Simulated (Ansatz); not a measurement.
Calculated electric field gradients for SiO₂

The cell is a computed structure from the Materials Project (it need not be an observed phase).

Space group I4_1/amd:1 (No. 141); a = 9.7907, c = 10.1144 Å.

```
site  Wyckoff  site symmetry       x       y       z
  Si      16g            ..2  0.1589  0.3411  0.2500
  O9      16h            .m.  0.0000  0.3159  0.2849
 O17      16f            .2.  0.2500  0.2969  0.3750
```

One atom of each set is listed; the run and its k-mesh use a cell of 24 atoms with edges of 8.57, 8.57, 8.57 Å.

Method: Kohn–Sham DFT in Ansatz, PBE, plane waves and PAW (field gradients read without the response of the frozen cores, which leaves them typically 4 to 6 % off), scalar-relativistic, 420 eV cutoff, Γ-centred 4×4×4 k-points, Fermi–Dirac smearing 0.02 eV.

C_Q = eQV_zz/h, which is 24.18 MHz for Q = 1 b and V_zz = 10²¹ V/m²; η = (V_xx − V_yy)/V_zz.

¹⁷O: I = 5/2, Q = -25.58 mb. Q values from Pyykkö, Mol. Phys. 116, 1328 (2018).

```json
{"site": "Si", "atoms": "8", "first shell": "4 O at 1.61 Å", "V_xx, V_yy, V_zz (10²¹ V/m²)": "-0.023, -0.86, 0.88", "η": "0.95", "C_Q (MHz)": "–"}
{"site": "O9", "atoms": "8", "first shell": "2 Si at 1.61 Å, angle 149°", "V_xx, V_yy, V_zz (10²¹ V/m²)": "-4.28, -5.40, 9.68", "η": "0.12", "C_Q (MHz)": "-5.99"}
{"site": "O17", "atoms": "8", "first shell": "2 Si at 1.61 Å, angle 149°", "V_xx, V_yy, V_zz (10²¹ V/m²)": "-4.36, -5.52, 9.88", "η": "0.12", "C_Q (MHz)": "-6.11"}
```

At O9 and O17 V_zz runs parallel to the line that joins its two neighbours (within 1°) in each case.

Si has no stable isotope with a ground-state quadrupole moment in the table, so no C_Q is given.

The largest force is 0.3 eV/Å, so the atoms aren't at the calculated equilibrium and relaxing them would move these values. Where η is near 1 the sign of V_zz means little.
